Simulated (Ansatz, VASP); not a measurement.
## Two plane-wave programs on SrCl2

INCAR

```
SYSTEM = SrCl2
ALGO = Normal ; EDIFF = 1E-7
ENCUT = 520 ; GGA = PS
ISIF = 2 ; ISMEAR = 0
LASPH = .TRUE. ; LCHARG = .FALSE.
LREAL = .FALSE. ; LWAVE = .FALSE.
NBANDS = 19 ; NELM = 100
PREC = Accurate ; SIGMA = 0.05
```

The input KPOINTS:

```
k-points
0
G
  6 6 6
  0 0 0
```

The input POSCAR:

```
SrCl2
1.0
    0.2286488000      3.4855000000      3.4855000000
    3.7141488000      0.0000000000      3.7141488000
    3.4855000000      3.4855000000      0.2286488000
Sr Cl
1 2
Direct
    0.0000000000      0.0000000000      0.0000000000
    0.2500000000      0.2500000000      0.2500000000
    0.7500000000      0.7500000000      0.7500000000
```

Input for Ansatz:

```yaml
crystal:
  lattice:
    - [0.2286488, 3.4855, 3.4855]
    - [3.7141488, 0.0, 3.7141488]
    - [3.4855, 3.4855, 0.2286488]
  atoms:
    - { symbol: Sr, position: [0.0, 0.0, 0.0] }
    - { symbol: Cl, position: [0.25, 0.25, 0.25] }
    - { symbol: Cl, position: [0.75, 0.75, 0.75] }
basis:
  ecutwfc: 420
kpoints:
  mp_grid: { grid: [6, 6, 6] }
hamiltonian:
  xc: pbesol
scf:
  occupations: { method: gaussian, width: 0.05 }
output:
  forces: true
  stress: true
  eigenvalues: true
```

Change from the starting cell: strain +0.1312 x Voigt [0, 0, 0, 0, 1, 0], atoms carried along.

Alike in both runs: task single point; functional PBEsol; k mesh 6 × 6 × 6; occupations gaussian, width 0.05 eV; no spin polarisation.

```csv
,VASP,Ansatz
version,VASP 6.6.1,Ansatz 0.2.0
potentials or method,"VASP PAW PBE potentials, release 64 (Sr_sv, Cl)","scalar-relativistic, plane waves, PAW"
plane-wave cutoff (eV),520,420
valence electrons in the cell,24,24
```

|  | VASP | Ansatz | Ansatz less VASP |
| --- | --- | --- | --- |
| gap on the k mesh at the Fermi level (eV) | 5.16 | 5.17 | +0.011 |
| least direct gap on the mesh (eV) | 5.40 | 5.40 | +0.006 |
| pressure (GPa) | 0.0 | -0.1 | -0.14 |
| largest component of the traceless stress (GPa) | 1.97 | 1.90 | -0.067 |
| rms of the force components (eV/Å) | 0.148 | 0.140 | -0.0070 |

Atom by atom the forces differ by 0.007 eV/Å (rms over components).

Caveats: the PAW data sets were made with another functional, which shifts forces and pressure a little (VASP). A k mesh can miss the band edges.
